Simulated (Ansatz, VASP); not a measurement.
**Two plane-wave programs on NaF**

The input INCAR:

```
SYSTEM = NaF
ALGO = Normal ; EDIFF = 1E-6
ENCUT = 520 ; GGA = PE
ISIF = 2 ; ISMEAR = 0
LASPH = .True. ; LCHARG = .False.
LREAL = .False. ; LWAVE = .False.
NBANDS = 14 ; NELM = 80
PREC = Accurate ; SIGMA = 0.05
```

The input KPOINTS:

```
k-points
0
Gamma
  8 8 8
  0 0 0
```

File POSCAR:

```
NaF
1.0
    0.0000000000      2.3581495000      2.3233000000
    2.3581495000      0.0000000000      2.3233000000
    2.3581495000      2.3581495000      0.0000000000
Na F
1 1
Direct
    0.0000000000      0.0000000000      0.0000000000
    0.5000000000      0.5000000000      0.5000000000
```

Input for Ansatz:

```yaml
crystal:
  lattice:
    - [0.0, 2.3581495, 2.3233]
    - [2.3581495, 0.0, 2.3233]
    - [2.3581495, 2.3581495, 0.0]
  atoms:
    - { symbol: Na, position: [0.0, 0.0, 0.0] }
    - { symbol: F, position: [0.5, 0.5, 0.5] }
basis:
  ecutwfc: 420
kpoints:
  mp_grid: { grid: [8, 8, 8] }
hamiltonian:
  xc: pbe
scf:
  occupations: { method: gaussian, width: 0.05 }
output:
  forces: true
  stress: true
  eigenvalues: true
```

Change from the starting cell: strain +0.015 along x and y, +0.000 along z, atoms carried along.

Alike in both runs: task single point; functional PBE; k mesh 8 × 8 × 8; occupations gaussian, width 0.05 eV; no spin polarisation.

|  | VASP | Ansatz |
| --- | --- | --- |
| version | VASP 6.6.1 | Ansatz 0.2.0 |
| potentials or method | VASP PAW PBE potentials, release 64 (Na_pv, F) | scalar-relativistic, plane waves, PAW |
| plane-wave cutoff (eV) | 520 | 420 |
| valence electrons in the cell | 14 | 16 |

|  | VASP | Ansatz | Ansatz less VASP |
| --- | --- | --- | --- |
| gap on the k mesh at the Fermi level (eV) | 6.10 | 6.11 | +0.016 |
| least direct gap on the mesh (eV) | 6.10 | 6.11 | +0.016 |
| pressure (GPa) | 0.1 | 0.3 | +0.16 |
| largest component of the traceless stress (GPa) | 0.74 | 0.72 | -0.024 |

The two sets of potentials don't hold the same shells in valence.
